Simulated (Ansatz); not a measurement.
Geometry optimisation in Ansatz: input, command and trajectory.

```yaml
crystal:
  lattice:
    - [-1.6366330162, 4.7245525625, -5.2804304481]
    - [4.9098990487, -0.9449105125, -5.2804304481]
    - [-3.2732660325, -3.77964205, -5.2804304481]
  atoms:
    - { symbol: Co, position: [0.4290866788, 0.7148009645, 0.8576581074], spin: -2.64 }
    - { symbol: Co, position: [0.8576581074, 0.4290866788, 0.7148009645], spin: -2.64 }
    - { symbol: Co, position: [0.2862295359, 0.1433723931, 0.5719438217], spin: -2.64 }
    - { symbol: Co, position: [0.7148009645, 0.8576581074, 0.4290866788], spin: -2.64 }
    - { symbol: Co, position: [0.1433723931, 0.5719438217, 0.2862295359], spin: -2.64 }
    - { symbol: Co, position: [0.5719438217, 0.2862295359, 0.1433723931], spin: -2.64 }
    - { symbol: Co, position: [0.0005152502, 0.0005152502, 0.0005152502], spin: -2.64 }
    - { symbol: Co, position: [0.3576579416, 0.929086513, 0.2148007987], spin: 2.64 }
    - { symbol: Co, position: [0.7862293701, 0.6433722273, 0.0719436559], spin: 2.64 }
    - { symbol: Co, position: [0.2148007987, 0.3576579416, 0.929086513], spin: 2.64 }
    - { symbol: Co, position: [0.6433722273, 0.0719436559, 0.7862293701], spin: 2.64 }
    - { symbol: Co, position: [0.0719436559, 0.7862293701, 0.6433722273], spin: 2.64 }
    - { symbol: Co, position: [0.5005150844, 0.5005150844, 0.5005150844], spin: 2.64 }
    - { symbol: O, position: [0.0471019344, 0.333620031, 0.4829886959] }
    - { symbol: O, position: [0.481628056, 0.0530566274, 0.3387709131] }
    - { symbol: O, position: [0.9101994845, 0.7673423417, 0.1959137702] }
    - { symbol: O, position: [0.3387709131, 0.481628056, 0.0530566274] }
    - { symbol: O, position: [0.7673423417, 0.1959137702, 0.9101994845] }
    - { symbol: O, position: [0.1959137702, 0.9101994845, 0.7673423417] }
    - { symbol: O, position: [0.6244851988, 0.6244851988, 0.6244851988] }
    - { symbol: O, position: [0.5530565451, 0.8387708308, 0.9816279737] }
    - { symbol: O, position: [0.9816279737, 0.5530565451, 0.8387708308] }
    - { symbol: O, position: [0.4101994022, 0.2673422594, 0.695913688] }
    - { symbol: O, position: [0.8481318883, 0.984923068, 0.5614135231] }
    - { symbol: O, position: [0.2673422594, 0.695913688, 0.4101994022] }
    - { symbol: O, position: [0.7059764809, 0.40213641, 0.2754525246] }
    - { symbol: O, position: [0.1257261165, 0.1240457669, 0.1275228989] }
  host:
    lattice:
      - [1.6366330162, 0.9449105125, 5.2804304481]
      - [-1.6366330162, 0.9449105125, 5.2804304481]
      - [0.0, -1.889821025, 5.2804304481]
    atoms:
      - { symbol: Co, position: [0.9994847498, 0.9994847498, 0.9994847498] }
      - { symbol: Co, position: [0.4994849156, 0.4994849156, 0.4994849156] }
      - { symbol: O, position: [0.3755148012, 0.3755148012, 0.3755148012] }
      - { symbol: O, position: [0.8755148835, 0.8755148835, 0.8755148835] }
basis:
  ecutwfc: 420
  xc_grid: 2
kpoints:
  mp_grid: { grid: [2, 2, 2], shift: [0.5, 0.5, 0.5] }
hamiltonian:
  xc: pbe
  hubbard: { sites: [{ species: Co, l: d, u_eff: 3.32 }] }
scf:
  occupations: { method: gaussian, width: 0.01 }
output:
  forces: true
  stress: false
  eigenvalues: true
  populations: true
  charged_corrections: { defect_position: [0.92908651, 0.2148008, 0.35765794] }
  write_density: true
  write_potential: true
  elf: true
  volumetric_format: npy
magnetization:
  spin_polarized: true
relax:
  adjacent_minimum: "off"
  f_tol: 0.025
  max_steps: 45
```

```bash
ansatz run input.yaml --threads 4 --pin off --max-ram 10240MiB --backend cpu --events-out ev --progress --plain --runs-dir out
```

Theory: Ansatz, DFT PBE+U, scalar-relativistic, plane waves, PAW.

The cell holds a point defect: Co vacancy (site a), neutral.

Of 5 frames 5 are shown, positions in Å and forces in eV/Å; the SCF threshold varies from step to step.

```xyz
27
Lattice="-1.6366 4.7246 -5.2804 4.9099 -0.9449 -5.2804 -3.2733 -3.7796 -5.2804" Properties=species:S:1:pos:R:3:forces:R:3 pbc="T T T" step=1 free_energy_over_end_meV_per_atom=37.73
Co    0.0000   -1.8898  -10.5690    0.0313   -0.0160    0.0788
Co   -1.6366    0.9449  -10.5690   -0.0590    0.8032    0.4900
Co   -1.6366   -0.9449   -5.2886    0.7706   -0.4683    0.5101
Co    1.6366    0.9449  -10.5690    0.1081    0.1364   -1.1242
Co    1.6366   -0.9449   -5.2886   -0.8508   -0.5295    0.5081
Co    0.0000    1.8898   -5.2886   -0.2494    0.1236   -1.0240
Co    0.0000    0.0000   -0.0082    0.0310   -0.1797   -0.8604
Co    3.2733    0.0000   -7.9288    0.6066   -0.5219    0.2792
Co    1.6366    2.8347   -7.9288   -0.9746   -0.3430    0.2921
Co   -1.6366   -2.8347   -7.9288   -0.6921   -0.4705    0.3466
Co   -3.2733    0.0000   -7.9288    0.1301    0.7557    0.1838
Co    1.6366   -2.8347   -7.9288    0.5185   -0.2294    0.1749
Co    0.0000    0.0000   -7.9288   -0.1408    0.8778    0.3360
O    -0.0200   -1.9182   -4.5608    0.1120    0.1351   -1.5835
O    -1.6366    0.9449   -4.6122   -0.0941    0.0615   -0.0902
O     1.6366    2.8347   -9.8927    0.0853    0.0027   -0.0225
O     1.6366    0.9449   -4.6122    0.1222    0.0560   -0.1208
O    -3.2733    0.0000   -9.8927    0.0458   -0.1357   -0.0526
O     1.6366   -2.8347   -9.8927   -0.1921    0.1619   -0.1179
O     0.0000    0.0000   -9.8927   -0.0034   -0.1651   -0.1440
O     0.0000   -1.8898  -12.5329   -0.0449   -0.0045   -0.1080
O    -1.6366    0.9449  -12.5329    0.0675    0.0229   -0.1592
O    -1.6366   -0.9449   -7.2524   -0.0643   -0.0533   -0.1944
O     1.6101    0.9544  -12.6438   -0.7439   -0.6753    1.2399
O     1.6366   -0.9449   -7.2524   -0.0593    0.1085   -0.1777
O    -0.0826    1.9143   -7.3058    1.4506   -0.6555    0.7756
O    -0.0141   -0.0052   -1.9923    0.0890    1.2026    0.5644
27
Lattice="-1.6366 4.7246 -5.2804 4.9099 -0.9449 -5.2804 -3.2733 -3.7796 -5.2804" Properties=species:S:1:pos:R:3:forces:R:3 pbc="T T T" step=2 free_energy_over_end_meV_per_atom=12.93
Co   -0.0030   -1.8917  -10.5751    0.0172   -0.0013    0.0718
Co   -1.6409    0.9476  -10.5814    0.0035    0.5302    0.2993
Co   -1.6329   -0.9470   -5.3004    0.5018   -0.3195    0.3138
Co    1.6301    0.9488  -10.5572    0.0460    0.0524   -0.8599
Co    1.6303   -0.9516   -5.3004   -0.5979   -0.3490    0.3219
Co   -0.0004    1.8859   -5.2793   -0.1215    0.0780   -0.7341
Co    0.0053    0.0060   -0.0016   -0.0128   -0.0915   -0.5927
Co    3.2808   -0.0037   -7.9280    0.3945   -0.3155    0.2096
Co    1.6296    2.8316   -7.9276   -0.6416   -0.2733    0.2627
Co   -1.6460   -2.8332   -7.9280   -0.4588   -0.3068    0.2404
Co   -3.2799    0.0097   -7.9234    0.0685    0.4682    0.1650
Co    1.6383   -2.8400   -7.9240    0.3038   -0.1287    0.1084
Co    0.0005    0.0036   -7.9286   -0.0658    0.5761    0.2455
O    -0.0143   -1.9110   -4.7033    0.0964    0.1266   -0.8070
O    -1.6424    0.9423   -4.6147   -0.0318    0.0439   -0.0189
O     1.6371    2.8412   -9.8931    0.0575   -0.0043   -0.0030
O     1.6398    0.9386   -4.6155    0.0966   -0.0067   -0.0092
O    -3.2697   -0.0026   -9.8904    0.0020   -0.0788   -0.0231
O     1.6336   -2.8242   -9.8929   -0.0875    0.1219   -0.0051
O    -0.0083   -0.0051   -9.8974   -0.0649   -0.1147   -0.0150
O    -0.0049   -1.8914  -12.5412   -0.0169   -0.0040   -0.1165
O    -1.6417    0.9449  -12.5466   -0.0415   -0.0386   -0.1930
O    -1.6425   -0.9412   -7.2667   -0.0408    0.0562   -0.2077
O     1.5304    0.9033  -12.5498   -0.3389   -0.4043    0.7924
O     1.6371   -0.9433   -7.2664    0.0569    0.0178   -0.2000
O     0.0359    1.8542   -7.2434    0.8340   -0.3176    0.4320
O    -0.0085    0.0940   -1.9457    0.0417    0.6828    0.3222
27
Lattice="-1.6366 4.7246 -5.2804 4.9099 -0.9449 -5.2804 -3.2733 -3.7796 -5.2804" Properties=species:S:1:pos:R:3:forces:R:3 pbc="T T T" step=3 free_energy_over_end_meV_per_atom=0.56
Co   -0.0081   -1.8953  -10.5603    0.0043    0.0183   -0.0088
Co   -1.6508    0.9782  -10.5874    0.0338   -0.1610   -0.0367
Co   -1.6043   -0.9575   -5.3058   -0.1291    0.0714   -0.0389
Co    1.6262    0.9372  -10.5753    0.0360   -0.0349    0.0929
Co    1.6025   -0.9736   -5.3118    0.1100    0.0749   -0.0195
Co    0.0057    1.8961   -5.2993    0.0179    0.0468    0.0842
Co   -0.0100    0.0160   -0.0087   -0.0296   -0.0260    0.0682
Co    3.3069   -0.0143   -7.9286   -0.0894    0.0776   -0.0464
Co    1.6008    2.8088   -7.9274    0.1344    0.0602   -0.0068
Co   -1.6819   -2.8386   -7.9138    0.0967    0.0408   -0.0111
Co   -3.2865    0.0347   -7.9173   -0.0056   -0.1099   -0.0448
Co    1.6521   -2.8662   -7.9073   -0.0701    0.0561    0.0139
Co    0.0106    0.0361   -7.9166    0.0132   -0.0957    0.0148
O    -0.0051   -1.8974   -4.8239    0.0019    0.0435   -0.0307
O    -1.6285    0.9458   -4.6273   -0.0531    0.0001    0.0536
O     1.6274    2.8291   -9.9022    0.0199    0.0218    0.0188
O     1.6429    0.9144   -4.6012   -0.0047    0.0267   -0.0324
O    -3.2778    0.0114   -9.8961   -0.0249   -0.0567    0.0092
O     1.6460   -2.8029   -9.8702   -0.0169   -0.0205   -0.0905
O    -0.0381   -0.0045   -9.8834    0.0317   -0.0028   -0.0431
O    -0.0070   -1.8932  -12.5496   -0.0047    0.0063   -0.0300
O    -1.6704    0.9261  -12.5792   -0.0050    0.0242    0.0028
O    -1.6428   -0.9123   -7.3007    0.0142   -0.0232    0.0328
O     1.4662    0.8392  -12.4530   -0.0771    0.0250   -0.0135
O     1.6646   -0.9539   -7.3033   -0.0462   -0.0310    0.0187
O     0.1656    1.8032   -7.1806    0.0003   -0.0831    0.0218
O    -0.0129    0.1988   -1.8916    0.0417    0.0520    0.0220
27
Lattice="-1.6366 4.7246 -5.2804 4.9099 -0.9449 -5.2804 -3.2733 -3.7796 -5.2804" Properties=species:S:1:pos:R:3:forces:R:3 pbc="T T T" step=4 free_energy_over_end_meV_per_atom=0.09
Co   -0.0054   -1.8896  -10.5731   -0.0132   -0.0020    0.0101
Co   -1.6451    0.9629  -10.5915   -0.0042    0.0098    0.0020
Co   -1.6228   -0.9477   -5.3129   -0.0086   -0.0149    0.0029
Co    1.6269    0.9378  -10.5660   -0.0417   -0.0132   -0.0321
Co    1.6183   -0.9609   -5.3115   -0.0165    0.0077    0.0072
Co    0.0039    1.8913   -5.2818    0.0216   -0.0302   -0.0222
Co   -0.0105    0.0088   -0.0002   -0.0022    0.0401   -0.0202
Co    3.2936   -0.0046   -7.9231    0.0393   -0.0017    0.0030
Co    1.6149    2.8135   -7.9188   -0.0414   -0.0374    0.0016
Co   -1.6650   -2.8240   -7.9158   -0.0377   -0.0006   -0.0175
Co   -3.2854    0.0237   -7.9213   -0.0292    0.0339   -0.0024
Co    1.6337   -2.8621   -7.9175    0.0094   -0.0224   -0.0227
Co    0.0193    0.0120   -7.9133    0.0024    0.0378   -0.0249
O    -0.0070   -1.8897   -4.8678    0.0133   -0.0091    0.0061
O    -1.6416    0.9474   -4.6151    0.0183   -0.0041   -0.0078
O     1.6310    2.8312   -9.8929    0.0026    0.0021   -0.0143
O     1.6516    0.9262   -4.6041    0.0000   -0.0388    0.0276
O    -3.2814   -0.0001   -9.8949    0.0162    0.0183   -0.0122
O     1.6353   -2.8054   -9.8872    0.0419    0.0086    0.0544
O    -0.0309   -0.0103   -9.8847   -0.0249    0.0269    0.0307
O    -0.0057   -1.8900  -12.5547    0.0022    0.0008   -0.0181
O    -1.6770    0.9262  -12.5826    0.0052   -0.0054    0.0212
O    -1.6413   -0.9061   -7.3024    0.0084    0.0022    0.0135
O     1.4257    0.8275  -12.4472    0.0415    0.0029    0.0258
O     1.6667   -0.9665   -7.3018    0.0084    0.0029    0.0122
O     0.1971    1.7690   -7.1611   -0.0014    0.0334   -0.0130
O    -0.0051    0.2453   -1.8788   -0.0095   -0.0473   -0.0108
27
Lattice="-1.6366 4.7246 -5.2804 4.9099 -0.9449 -5.2804 -3.2733 -3.7796 -5.2804" Properties=species:S:1:pos:R:3:forces:R:3 pbc="T T T" step=5 free_energy_over_end_meV_per_atom=0.00
Co   -0.0065   -1.8906  -10.5686    0.0059    0.0006   -0.0010
Co   -1.6476    0.9646  -10.5928    0.0000    0.0032    0.0052
Co   -1.6215   -0.9491   -5.3127    0.0074   -0.0012    0.0051
Co    1.6237    0.9356  -10.5655    0.0020   -0.0023    0.0062
Co    1.6170   -0.9618   -5.3127    0.0015   -0.0018    0.0053
Co    0.0069    1.8897   -5.2850    0.0050   -0.0034   -0.0002
Co   -0.0103    0.0138   -0.0024    0.0050   -0.0006   -0.0069
Co    3.2983   -0.0059   -7.9254    0.0049   -0.0031    0.0070
Co    1.6116    2.8114   -7.9230   -0.0006    0.0003    0.0014
Co   -1.6697   -2.8270   -7.9143   -0.0006    0.0031    0.0067
Co   -3.2894    0.0273   -7.9237    0.0057    0.0087    0.0020
Co    1.6375   -2.8624   -7.9124    0.0048   -0.0045    0.0042
Co    0.0158    0.0191   -7.9138    0.0049   -0.0021    0.0074
O    -0.0054   -1.8907   -4.8652   -0.0020    0.0027   -0.0023
O    -1.6384    0.9465   -4.6175   -0.0049    0.0038   -0.0034
O     1.6323    2.8322   -9.8969   -0.0071   -0.0051    0.0026
O     1.6510    0.9201   -4.6006    0.0095    0.0077   -0.0073
O    -3.2797    0.0023   -9.8978   -0.0093   -0.0026    0.0043
O     1.6417   -2.8040   -9.8790   -0.0169    0.0101   -0.0118
O    -0.0362   -0.0068   -9.8811    0.0016   -0.0113   -0.0098
O    -0.0059   -1.8910  -12.5549   -0.0004    0.0036    0.0109
O    -1.6750    0.9252  -12.5809   -0.0015   -0.0029   -0.0070
O    -1.6433   -0.9066   -7.3009   -0.0016   -0.0019   -0.0056
O     1.4359    0.8301  -12.4450   -0.0050   -0.0014   -0.0096
O     1.6665   -0.9621   -7.3012   -0.0058   -0.0030   -0.0040
O     0.1909    1.7776   -7.1654   -0.0011    0.0019   -0.0003
O    -0.0067    0.2282   -1.8835   -0.0014    0.0013    0.0009
```

Time: 18 min on 4 threads of Arm Neoverse N1 (shared host), peak memory 2.7 GiB.

The state reached may not be the lowest one.